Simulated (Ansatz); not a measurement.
Write the native input for Ansatz 0.2.0 that does the following.

| Item | Value |
| --- | --- |
| Task | relaxation of cell and atoms |
| Functional | PBEsol |
| Potentials or basis | all-electron LAPW, scalar-relativistic |
| Basis error allowed | 0.002 eV/atom |
| k mesh | 9 × 9 × 9 |
| Occupations | fermi-dirac, width 0.05 eV |
| Spin | no spin polarisation |
| Target pressure | 20 GPa |

Crystal: Al2Cu.

```
Cu Al
1.0
    -2.03034    2.03034    2.85109
     2.03034   -2.03034    2.85109
     2.03034    2.03034   -2.85109
Cu Al
1 2
Direct
  0.50000 0.50000 0.00000
  0.25000 0.75000 0.50000
  0.75000 0.25000 0.50000
```

The cell comes from a database or a generator and needn't be the stable form of this composition.

These files were run (other wordings do the same):

input.yaml

```yaml
crystal:
  lattice:
    - [-2.0303375, 2.0303375, 2.851094]
    - [2.0303375, -2.0303375, 2.851094]
    - [2.0303375, 2.0303375, -2.851094]
  atoms:
    - { symbol: Cu, position: [0.5, 0.5, 0.0] }
    - { symbol: Al, position: [0.25, 0.75, 0.5] }
    - { symbol: Al, position: [0.75, 0.25, 0.5] }
kpoints:
  mp_grid: { grid: [9, 9, 9] }
scf:
  occupations: { method: fermi_dirac, width: 0.05 }
hamiltonian:
  xc: pbesol
  pseudopotentials: { kind: all_electron, lapw: { basis_error: 0.002 } }
output:
  forces: true
  stress: true
relax:
  f_tol: 0.005
  max_steps: 60
  cell: { p_target: 20 }
```

Potentials or basis: all-electron LAPW, scalar-relativistic.

The run is started by

```console
$ ansatz run input.yaml --threads 2 --pin off --max-ram 8192MiB --backend cpu --events-out ev --progress --plain --runs-dir out
```

It gave:

```json
{
  "Relaxed volume": "13.59 Å³/atom",
  "Relaxed cell": "a = 3.860 Å, b = 3.860 Å, c = 3.860 Å, α = 119.84°, β = 119.84°, γ = 90.28°",
  "Space group after relaxing (to 0.05 Å)": "Fm-3m (No. 225)",
  "Energy change on relaxing (the enthalpy is what falls)": "+113.6 meV/atom",
  "Ionic steps": "5",
  "Pressure after relaxing": "20.0 GPa"
}
```

Wall time 30 s on 2 threads of Arm Neoverse V2, with other jobs on the host, peak memory 0.44 GiB.
